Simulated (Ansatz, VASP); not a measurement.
## Ge: VASP beside Ansatz

File INCAR:

```
AGGAC = 1.0
AGGAX = 1.0
ALDAC = 0.0
ALDAX = 1.0
ALGO = Fast
EDIFF = 1E-6
EDIFFG = -0.005
ENCUT = 600
GGA = B5
IBRION = 2
ISIF = 3
ISMEAR = -1
IVDW = 12
LASPH = True
LCHARG = False
LREAL = False
LWAVE = False
NELM = 80
NSW = 60
PREC = Accurate
SIGMA = 0.05
VDW_A1 = 0.4298
VDW_A2 = 4.2359
VDW_S6 = 1.0
VDW_S8 = 2.6996
```

File KPOINTS:

```
k-points
0
Gamma
  8 8 8
```

Contents of POSCAR:

```
Ge
1.0
    0.0000000000      2.8289100000      2.8289100000
    2.8289100000      0.0000000000      2.8289100000
    2.8289100000      2.8289100000      0.0000000000
Ge
2
Direct
    0.7500000000      0.7500000000      0.7500000000
    0.5000000000      0.5000000000      0.5000000000
```

The input input.yaml:

```yaml
crystal:
  lattice:
    - [0.0, 2.82891, 2.82891]
    - [2.82891, 0.0, 2.82891]
    - [2.82891, 2.82891, 0.0]
  atoms:
    - { symbol: Ge, position: [0.75, 0.75, 0.75] }
    - { symbol: Ge, position: [0.5, 0.5, 0.5] }
hamiltonian:
  xc: blyp
  pseudopotentials: { kind: paw }
  dispersion: d3bj
kpoints:
  mp_grid: { grid: [8, 8, 8] }
scf:
  occupations: { method: fermi_dirac, width: 0.05 }
output:
  forces: true
  stress: true
  write_density: true
  write_potential: true
  elf: true
  volumetric_format: npy
relax:
  f_tol: 0.01
  max_steps: 40
  cell: { stress_tol: 0.05 }
```

Alike in both runs: task relaxation of cell and atoms; functional BLYP; dispersion D3(BJ); k mesh 8 × 8 × 8; occupations fermi-dirac, width 0.05 eV; no spin polarisation.

|  | VASP | Ansatz |
| --- | --- | --- |
| version | VASP 6.6.1 | Ansatz 0.2.0 |
| potentials or method | VASP PAW PBE potentials, release 64 (Ge_d) | Ansatz PAW |
| plane-wave cutoff (eV) | 600 | 420 |
| valence electrons in the cell | 28 | 28 |

```csv
,VASP,Ansatz,Ansatz less VASP
"gap on the k mesh at the Fermi level, each at its own relaxed structure (eV)",none,none,-
relaxed volume (Å³/atom),23.53,23.42,-0.107
relaxed cell length with the largest relative difference (Å),4.052,4.046,-0.0061
energy change over the relaxation (meV/atom),-6,-5,+1.2
```

A gap of «none» marks a metal or a gap that the smearing closes.

Caveats: pairwise dispersion overbinds metals, which lowers pressure and volume; this crystal is a semiconductor, whose small gap the functional closes, so the metal is an error of the method; the PAW data sets were made with another functional, which shifts forces and pressure a little (VASP); the plane-wave basis is chosen anew once the cell has moved, so the energies of steps on either side of that aren't comparable (Ansatz); the PAW data sets come from PBE, with cores solved anew for the run's functional, which leaves a small shift of forces and pressure (Ansatz). Zero-point motion and thermal expansion aren't in these numbers.
